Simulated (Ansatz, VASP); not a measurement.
# NbSi in VASP and in Ansatz

```
Nb Si
1.0
     0.00000    2.57383    2.57383
     2.57383    0.00000    2.57383
     2.57383    2.57383    0.00000
Nb Si
1 1
Direct
  0.00000 0.00000 0.00000
  0.50000 0.50000 0.50000
```

The cell was built by a generator and needn't be a form met in nature.

Alike in both runs: task single point; functional PBE; k mesh 9 × 9 × 9; occupations fermi-dirac, width 0.05 eV; no spin polarisation.

|  | VASP | Ansatz |
| --- | --- | --- |
| version | VASP 6.6.1 | Ansatz 0.2.0 |
| potentials or method | VASP PAW PBE potentials, release 64 (Nb_sv, Si) | Ansatz PAW |
| plane-wave cutoff (eV) | 520 | 420 |
| valence electrons in the cell | 17 | 17 |

Ansatz gave:

| Item | Value |
| --- | --- |
| gap on the k mesh at the Fermi level (eV) | none |
| pressure (GPa) | 0.0 |

**Question.** Estimate VASP's values.

**Answer.** gap on the k mesh at the Fermi level (eV): none; pressure (GPa): -0.2.

A gap of «none» marks a metal or a gap that the smearing closes.
